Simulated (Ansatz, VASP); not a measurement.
# Cu in VASP and in Ansatz

INCAR

```
SYSTEM = Cu
PREC = Accurate
ENCUT = 520
EDIFF = 1E-7
ISMEAR = 0
SIGMA = 0.15
LREAL = .FALSE.
LASPH = .TRUE.
NELM = 80
ALGO = Fast
ISIF = 2
LWAVE = .FALSE.
LCHARG = .FALSE.
GGA = PE
NBANDS = 18
```

The input KPOINTS:

```
regular mesh
0
G
  18 18 14
  0 0 0
```

File POSCAR:

```
Cu
1.0
    0.0000000000     -1.8075000000     -1.8075000000
    0.0000000000      1.8075000000     -1.8075000000
    3.6150000000      0.0000000000      0.0000000000
Cu
2
Direct
    0.5000000000      0.5000000000      0.4170124481
    0.0000000000      0.0000000000      0.0829875519
```

Input for Ansatz:

```yaml
crystal:
  lattice:
    - [0.0, -1.8075, -1.8075]
    - [0.0, 1.8075, -1.8075]
    - [3.615, 0.0, 0.0]
  atoms:
    - { symbol: Cu, position: [0.5, 0.5, 0.4170124481] }
    - { symbol: Cu, position: [0.0, 0.0, 0.0829875519] }
basis:
  ecutwfc: 420
kpoints:
  mp_grid: { grid: [18, 18, 14] }
hamiltonian:
  xc: pbe
scf:
  occupations: { method: gaussian, width: 0.15 }
output:
  forces: true
  stress: true
  eigenvalues: true
```

Change from the starting cell: mode 6 (244.6 1/cm) frozen in, largest displacement -0.300 Å.

Alike in both runs: task single point; functional PBE; k mesh 18 × 18 × 14; occupations gaussian, width 0.15 eV; no spin polarisation.

|  | VASP | Ansatz |
| --- | --- | --- |
| version | VASP 6.6.1 | Ansatz 0.2.0 |
| potentials or method | VASP PAW PBE potentials, release 64 (Cu) | scalar-relativistic, plane waves, PAW |
| plane-wave cutoff (eV) | 520 | 420 |
| valence electrons in the cell | 22 | 38 |

VASP gave:

```
gap on the k mesh at the Fermi level (eV) : none
rms of the force components (eV/Å)        : 2.977
```

Question: What did Ansatz give for the same quantities?

Answer: gap on the k mesh at the Fermi level (eV): none; rms of the force components (eV/Å): 2.959.

Atom by atom the forces differ by 0.018 eV/Å (rms over components). A gap of «none» marks a metal or a gap that the smearing closes. With one functional, cell and mesh, what is left measures potentials, basis and numerics. The two sets of potentials don't hold the same shells in valence.

Caveats: forces of over 1 eV/Å show positions far from the minimum, so gaps and moduli don't describe the material at rest.
